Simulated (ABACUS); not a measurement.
# Mo (Im-3m) in ABACUS: relaxation of cell and atoms with LDA

Aim: the relaxation of cell and atoms of Mo with LDA.

Everything below comes from runs of ABACUS 3.10.1. Logs are shortened: lines on timing, memory, paths and dates and some standing lists are left out, and cuts for length are marked.

## (1) The crystal as given

The structure is cubic, space group Im-3m (No. 229). The conventional cell has a = 3.168 Å, b = 3.168 Å, c = 3.168 Å, α = 90.00°, β = 90.00°, γ = 90.00°. Mo (site symmetry m-3m) is surrounded by 8 Mo at 2.74 Å.

## (2) Relaxation of cell and atoms, LDA

Contents of INPUT:

```
INPUT_PARAMETERS
suffix              Mo
calculation         cell-relax
basis_type          pw
pseudo_dir          ./
latname             bcc
symmetry            1
dft_functional      pz
ecutwfc             81
pseudo_rcut         10
nspin               1
nbands              11
ks_solver           dav
smearing_method     fd
smearing_sigma      0.00367493
scf_thr             1e-08
scf_nmax            100
mixing_type         broyden
mixing_beta         0.7
cal_force           1
cal_stress          1
relax_nmax          60
force_thr_ev        0.01
relax_method        cg
out_stru            1
stress_thr          1
kpar                4
```

Contents of STRU:

```
ATOMIC_SPECIES
Mo 95.9500 Mo.upf

LATTICE_CONSTANT
5.9859303812

ATOMIC_POSITIONS
Direct

Mo
0.0
1
0.0000000000 0.0000000000 0.0000000000 1 1 1
```

Contents of KPT:

```
K_POINTS
0
Gamma
10 10 10 0 0 0
```

Potentials or basis: PseudoDojo NC SR 0.4.1 LDA standard, plane waves.

The run is started by

```console
OMP_NUM_THREADS=1 mpirun -np 4 abacus > log
```

running log:

```text
ABACUS v3.10.1

               Atomic-orbital Based Ab-initio Computation at UStc

 ------------------------------------------------------------------------------------

 READING GENERAL INFORMATION
                           global_out_dir = OUT.Mo/
                           global_in_card = INPUT
                               pseudo_dir = ./
                              orbital_dir =
                                    DSIZE = 4
                                    GSIZE = 1

 READING UNITCELL INFORMATION
                                    ntype = 1
                  lattice constant (Bohr) = 5.98593
              lattice constant (Angstrom) = 3.16762

 READING ATOM TYPE 1
                               atom label = Mo
                      L=0, number of zeta = 1
                      L=1, number of zeta = 1
                      L=2, number of zeta = 1
             number of atom for this type = 1

                        TOTAL ATOM NUMBER = 1
DIRECT COORDINATES
    atom                   x                   y                   z     mag                  vx                  vy                  vz
taud_Mo1            0.0000000000        0.0000000000        0.0000000000  0.0000        0.0000000000        0.0000000000        0.0000000000

                          Volume (Bohr^3) = 107.242
                             Volume (A^3) = 15.8916

 Lattice vectors: (Cartesian coordinate: in unit of a_0)
                 +0.5                +0.5                +0.5
                 -0.5                +0.5                +0.5
                 -0.5                -0.5                +0.5
 Reciprocal vectors: (Cartesian coordinate: in unit of 2 pi/a_0)
                   +1                  -0                  +1
                   -1                  +1                  -0
                   +0                  -1                  +1
 The esolver type has been set to : ksdft_pw

                PAO radial cut off (Bohr) = 10

 Read in pseudopotential file is Mo.upf
                     pseudopotential type = NC
          exchange-correlation functional = SLAPWNOGXNOGC
                 nonlocal core correction = 1
                        valence electrons = 14
                                     lmax = 2
                           number of zeta = 4
                     number of projectors = 6
                           L of projector = 0
                           L of projector = 0
                           L of projector = 1
                           L of projector = 1
                           L of projector = 2
                           L of projector = 2
 XC functional updated to : pz
          exchange-correlation functional = PZ
     initial pseudo atomic orbital number = 10

 SETUP THE ELECTRONS NUMBER
            electron number of element Mo = 14
      total electron number of element Mo = 14
            AUTOSET number of electrons:  = 14
                           occupied bands = 7
                                   NBANDS = 11
                                   NLOCAL = 9

%%%%%%%%%%%%%%%%%%%%%%%%%%%%%%%%%%%%%%%%%%%%%%%%%%%%%%%%%%%%%%%%%%%%%%%%%%%%%%%%%%%%%%%%%%%%%%%%%%%%%%%%%%
 Warning: the number of valence electrons in pseudopotential > 6 for Mo: [Kr] 4d5 5s1
 Pseudopotentials with additional electrons can yield (more) accurate outcomes, but may be less efficient.
 If you're confident that your chosen pseudopotential is appropriate, you can safely ignore this warning.
%%%%%%%%%%%%%%%%%%%%%%%%%%%%%%%%%%%%%%%%%%%%%%%%%%%%%%%%%%%%%%%%%%%%%%%%%%%%%%%%%%%%%%%%%%%%%%%%%%%%%%%%%%

 SETUP THE PLANE WAVE BASIS
 energy cutoff for charge/potential (unit:Ry) = 324
            fft grid for charge/potential = [ 30, 30, 30 ]
                        fft grid division = [ 1, 1, 1 ]
        big fft grid for charge/potential = [ 30, 30, 30 ]
                                     nbxx = 27000
                                     nrxx = 27000

 SETUP PLANE WAVES FOR CHARGE/POTENTIAL
                    number of plane waves = 10641
                         number of sticks = 657

 PARALLEL PW FOR CHARGE/POTENTIAL
     PROC   COLUMNS(POT)             PW
        1            657          10641
 --------------- sum -------------------
        1            657          10641
                            number of |g| = 137
                                  max |g| = 294
                                  min |g| = 0

----------- Double Check Mixing Parameters Begin ------------
mixing_type: broyden
mixing_beta: 0.7
mixing_gg0: 1
mixing_gg0_min: 0.1
mixing_ndim: 8
----------- Double Check Mixing Parameters End ------------

 LATTICE VECTORS: (CARTESIAN COORDINATE: IN UNIT OF A0)
                 +0.5                +0.5                +0.5
                 -0.5                +0.5                +0.5
                 -0.5                -0.5                +0.5
                       right hand lattice = 1
                                   NORM_A = 0.866025
                                   NORM_B = 0.866025
                                   NORM_C = 0.866025
                           ALPHA (DEGREE) = 70.5288
                           BETA  (DEGREE) = 109.471
                           GAMMA (DEGREE) = 70.5288

 The lattice vectors have been changed (STRU_SIMPLE.cif)

(for optimal symmetric configuration:)
                             BRAVAIS TYPE = 2
                     BRAVAIS LATTICE NAME = 02. Cubic I (body-centered)
                                    ibrav = 2
                                    IBRAV = 2
                                  BRAVAIS = BODY CENTERED CUBIC
                       LATTICE CONSTANT A = 1
Original cell was already a primitive cell.
                        ROTATION MATRICES = 48
              PURE POINT GROUP OPERATIONS = 48
                   SPACE GROUP OPERATIONS = 48
                              POINT GROUP = O_h
               POINT GROUP IN SPACE GROUP = O_h

 SETUP K-POINTS
                                    nspin = 1
                   Input type of k points = Monkhorst-Pack(Gamma)
                                   nkstot = 1000
                       right hand lattice = 1
(for reciprocal lattice: )
                             BRAVAIS TYPE = 3
                     BRAVAIS LATTICE NAME = 03. Cubic F (face-centered)
                                    ibrav = 3
                       right hand lattice = 1
(for k-lattice: )
                             BRAVAIS TYPE = 3
                     BRAVAIS LATTICE NAME = 03. Cubic F (face-centered)
                                    ibrav = 3
                       right hand lattice = 1
                        ROTATION MATRICES = 48
                               nkstot_ibz = 47
K-POINTS REDUCTION ACCORDING TO SYMMETRY
     IBZ    DIRECT_X    DIRECT_Y    DIRECT_Z  WEIGHT  ibz2bz
       1  0.00000000  0.00000000  0.00000000  0.0010       0
       2  0.10000000  0.10000000  0.00000000  0.0120       1
       3  0.20000000  0.20000000  0.00000000  0.0120       2
       4  0.30000000  0.30000000  0.00000000  0.0120       3
       5  0.40000000  0.40000000  0.00000000  0.0120       4
       6  0.50000000  0.50000000  0.00000000  0.0060       5
[... 22 lines left out ...]
      29  0.40000000 -0.10000000  0.40000000  0.0120     161
      30  0.40000000 -0.20000000  0.30000000  0.0480     162
[... 17 further k points ...]

                               nkstot now = 47
[... K-POINTS DIRECT COORDINATES: 47 rows ...]

           k-point number in this process = 12
       minimum distributed K point number = 11
[... stars of the k points ...]

[... K-POINTS CARTESIAN COORDINATES: 12 rows ...]

[... K-POINTS DIRECT COORDINATES: 12 rows ...]

 SETUP PLANE WAVES FOR WAVE FUNCTIONS
     energy cutoff for wavefunc (unit:Ry) = 81
              fft grid for wave functions = [ 30, 30, 30 ]
                    number of plane waves = 1721
                         number of sticks = 197

 PARALLEL PW FOR WAVE FUNCTIONS
     PROC   COLUMNS(POT)             PW
        1            197           1721
 --------------- sum -------------------
        1            197           1721

 SETUP NONLOCAL PSEUDOPOTENTIALS IN PLANE WAVE BASIS
 Mo non-local projectors:
 projector 1 L=0
 projector 2 L=0
 projector 3 L=1
 projector 4 L=1
 projector 5 L=2
 projector 6 L=2
      TOTAL NUMBER OF NONLOCAL PROJECTORS = 18

 Init Non-Local PseudoPotential table :
 Init Non-Local-Pseudopotential done.

                                     npwx = 1340

 Make real space PAO into reciprocal space.
       max mesh points in Pseudopotential = 1001
     dq(describe PAO in reciprocal space) = 0.01
                                    max q = 1808

 number of pseudo atomic orbitals for Mo is 4
WARNING: norm of atomic wavefunction # 3 of atomic type Mo is 0.999969, renormalized
WARNING: norm of atomic wavefunction # 4 of atomic type Mo is 0.999601, renormalized

 -------------------------------------------
 STEP OF RELAXATION : 1
 -------------------------------------------
                                 init_chg = atomic

 PW ALGORITHM --------------- ION=   1  ELEC=   1--------------------------------
 Notice: Threshold on eigenvalues was too large.
 hsover_error=0.14 > DRHO=0.133181
 Origin diag ethr = 0.01
 New diag ethr = 0.000951292

 Density error is 0.134724779958
                          Error Threshold = 0.000951291634437
----------------------------------------------------------
     Energy           Rydberg                 eV
----------------------------------------------------------
 E_KohnSham     -140.6961856005      -1914.2698110323
 E_Harris       -143.1804951195      -1948.0705760869
 E_Fermi        1.5905549635         21.6406104861
----------------------------------------------------------

 PW ALGORITHM --------------- ION=   1  ELEC=   2--------------------------------

 Density error is 0.00727842133433
                          Error Threshold = 0.00096231985684
----------------------------------------------------------
     Energy           Rydberg                 eV
----------------------------------------------------------
 E_KohnSham     -140.7268516897      -1914.6870445815
 E_Harris       -140.2073637312      -1907.6190483034
 E_Fermi        1.5152137030         20.6155400483
----------------------------------------------------------

 PW ALGORITHM --------------- ION=   1  ELEC=   3--------------------------------
[... 1128 lines left out ...]
------------------------------------------------------------------------------------------
 TOTAL-FORCE (eV/Angstrom)
------------------------------------------------------------------------------------------
                       Mo1         0.0000000000         0.0000000000         0.0000000000
------------------------------------------------------------------------------------------

----------------------------------------------------------------
 TOTAL-STRESS (KBAR)
----------------------------------------------------------------
        -0.9008072396         0.0000000000        -0.0000000000
        -0.0000000000        -0.9008072396        -0.0000000000
        -0.0000000000        -0.0000000000        -0.9008072396
----------------------------------------------------------------
 TOTAL-PRESSURE: -0.900807 KBAR

 Largest gradient in force is 0.000000 eV/A.
 Threshold is 0.010000 eV/A.

 Largest gradient in stress is 0.900807 kbar.
 Threshold is 1.000000 kbar.

 Relaxation is converged!

 --------------------------------------------
 !FINAL_ETOT_IS -1914.7456548895247579 eV
 --------------------------------------------
```

Wall time 12 s (4 MPI ranks of Intel Xeon 6975P-C (Granite Rapids), shared host); peak memory 0.36 GiB.

What came out:

```yaml
Free_energy: -1914.7457 eV
Relaxed_volume: 15.08 Å³/atom
Relaxed_cell: a = 2.695 Å, b = 2.695 Å, c = 2.695 Å, α = 70.53°, β = 109.47°, γ = 70.53°
Space_group_after_relaxing_to_0.05_Å: Im-3m (No. 229)
Energy_gained_by_relaxing: 36.8 meV/atom
Ionic_steps: 13
Pressure_after_relaxing: -0.1 GPa
Band_gap_on_the_k_mesh: none (metal or under the smearing width)
```

Step by step:
```csv
step,energy change (eV),largest force (eV/Å),pressure (GPa),volume (Å³)
1,0.0000,0.0000,-13.74,15.89
2,0.3483,0.0000,64.23,12.86
3,-0.0367,0.0000,-0.97,15.12
4,-0.0368,0.0000,-0.20,15.08
5,-0.0368,0.0000,-0.17,15.08
6,-0.0368,0.0000,-0.14,15.08
7,-0.0368,0.0000,-0.18,15.08
8,-0.0368,0.0000,-0.16,15.08
9,-0.0368,0.0000,-0.15,15.08
10,-0.0368,0.0000,-0.15,15.08
11,-0.0368,0.0000,-0.13,15.08
12,-0.0368,0.0000,-0.16,15.08
13,-0.0368,0.0000,-0.09,15.08
```

Final structure:
```
Mo
1.0
     1.55625    1.55625    1.55625
    -1.55625    1.55625    1.55625
    -1.55625   -1.55625    1.55625
Mo
1
Direct
  0.00000 0.00000 0.00000
```
